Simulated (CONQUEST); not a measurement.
**TiO2 (Anatase): single point with PBE**

**What was measured.**

From “Strongly bound excitons in anatase TiO2 single crystals and nanoparticles”, 2016, arxiv:1601.01244, for a bulk crystal of TiO2 at 20 K: band gap 3.79 eV (an exciton energy, a little under the gap).

TiO2 (Anatase):

```
Ti O
1.0
     3.78420    0.00000    0.00000
     0.00000    3.78420    0.00000
     0.00000    0.00000    9.51460
Ti O
4 8
Direct
  0.00000 0.50000 0.25000
  0.50000 0.00000 0.75000
  0.00000 0.00000 0.00000
  0.50000 0.50000 0.50000
  0.00000 0.00000 0.79190
  0.50000 0.50000 0.29190
  0.00000 0.50000 0.04190
  0.50000 0.00000 0.54190
  0.00000 0.50000 0.45810
  0.50000 0.00000 0.95810
  0.00000 0.00000 0.20810
  0.50000 0.50000 0.70810
```

| Property | Result |
| --- | --- |
| Program | CONQUEST 1.3 |
| Task | single point |
| Functional | PBE |
| Potentials or basis | PseudoDojo NC PBE, SZP, grid cutoff 150 Ha |
| k mesh | 4 × 4 × 2 |
| Occupations | fermi-dirac, width 0.05 eV |
| Spin | no spin polarisation |

* Pressure: 8.8 GPa
* Largest force: 0.133 eV/Å
* Band gap on the k mesh: 1.84 eV
* Mulliken charges: Ti +1.10; O -0.55 e

Forces on the atoms (eV/Å):
```
Ti   0.000  0.000  0.000
Ti   0.000  0.000  0.000
Ti   0.000  0.000  0.000
Ti   0.000  0.000  0.000
O    0.000  0.000 -0.133
O    0.000  0.000 -0.133
O    0.000  0.000 -0.133
O    0.000  0.000 -0.133
O    0.000  0.000  0.133
O    0.000  0.000  0.133
O    0.000  0.000  0.133
O    0.000  0.000  0.133
```

Stress tensor (GPa, compression positive):
```
8.60 0.00 0.00
0.00 8.60 0.00
0.00 0.00 9.20
```

Run time: 2 min on 1 thread of Intel(R) Xeon(R) Platinum 8488C (Sapphire Rapids) (shared host), peak memory 1.2 GiB.

Measured gap of TiO2: 3.79 eV (an exciton energy, a little under the gap; 20 K; “Strongly bound excitons in anatase TiO2 single crystals and nanoparticles”, 2016, arxiv:1601.01244). This calculation gives 1.84 eV (-1.95 eV). So large a miss can be the level of theory's own, or it may mean another phase, state or a wrong row. 2 values of this kind are on record (3.17 to 3.79 eV); this one was drawn at random. The value is that of PBE in an atomic basis (PseudoDojo NC PBE, SZP, grid cutoff 150 Ha), whose error adds to the functional's, on a finite k mesh, which can miss the band edges, without temperature or zero-point motion. Semilocal functionals fall short of measured gaps as a rule.

Caveat: the atomic basis is small; Mulliken charges move with the basis; the basis of atomic orbitals isn't converged, which shifts pressures, moduli and gaps.
